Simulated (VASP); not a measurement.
Write the native input for VASP 6.6.1 that does the following.

```yaml
Task: band structure
Functional: r2SCAN
Potentials_or_basis: VASP PAW PBE potentials, release 64 (Pb_d, Cs_sv, Cl)
Cutoff: 520 eV
k_mesh: 6 × 6 × 6
Occupations: gaussian, width 0.02 eV
Spin: no spin polarisation
Ladder: gaps
Further_INCAR_settings: ALGO = Normal; EDIFF = 1e-07; NBANDS = 30
```

The structure of CsPbCl3 lies in POSCAR:

```
CsPbCl3
1.0
    5.6050000000      0.0000000000      0.0000000000
    0.0000000000      5.6050000000      0.0000000000
    0.0000000000      0.0000000000      5.6050000000
Pb Cs Cl
1 1 3
Direct
    0.5000000000      0.5000000000      0.5000000000
    0.0000000000      0.0000000000      0.0000000000
    0.5000000000      0.0000000000      0.5000000000
    0.0000000000      0.5000000000      0.5000000000
    0.5000000000      0.5000000000      0.0000000000
```

These files were run (other wordings do the same):

INCAR

```
SYSTEM = CsPbCl3
PREC = Accurate
ENCUT = 520
EDIFF = 1E-7
ISMEAR = 0
SIGMA = 0.02
LREAL = .FALSE.
LASPH = .TRUE.
NELM = 60
ALGO = Normal
ISIF = 2
LWAVE = .FALSE.
LCHARG = .FALSE.
METAGGA = R2SCAN
LMIXTAU = .TRUE.
NBANDS = 30
KPAR = 2
```

KPOINTS

```
regular mesh
0
G
  6 6 6
  0 0 0
```

KPOINTS_OPT

```
path GXMGRX,MR
10
line-mode
reciprocal
 0.0000000000  0.0000000000  0.0000000000  G
 0.0000000000  0.5000000000  0.0000000000  X

 0.0000000000  0.5000000000  0.0000000000  X
 0.5000000000  0.5000000000  0.0000000000  M

 0.5000000000  0.5000000000  0.0000000000  M
 0.0000000000  0.0000000000  0.0000000000  G

 0.0000000000  0.0000000000  0.0000000000  G
 0.5000000000  0.5000000000  0.5000000000  R

 0.5000000000  0.5000000000  0.5000000000  R
 0.0000000000  0.5000000000  0.0000000000  X

 0.5000000000  0.5000000000  0.0000000000  M
 0.5000000000  0.5000000000  0.5000000000  R
```

Potentials or basis: VASP PAW PBE potentials, release 64 (Pb_d, Cs_sv, Cl).

Command:

```bash
$ cat potpaw_PBE.64/Pb_d/POTCAR potpaw_PBE.64/Cs_sv/POTCAR potpaw_PBE.64/Cl/POTCAR > POTCAR
$ mpirun -np 2 vasp_std > vasp.out
```

Results of the run:

```yaml
Pressure: 1.0 GPa
Band_gap_on_the_k_mesh: 2.31 eV, direct
Band_gap_along_the_path: 2.31 eV, direct
```

Caveat: the PAW data sets were made with another functional, which shifts forces and pressure a little; spin-orbit coupling is left out, which as a rule narrows the gap of such compounds by several tenths of an eV.

Wall time 4.5 min on 2 MPI ranks on Intel(R) Xeon(R) 6975P-C (Granite Rapids), with other jobs on the host, peak memory 0.38 GiB a rank.
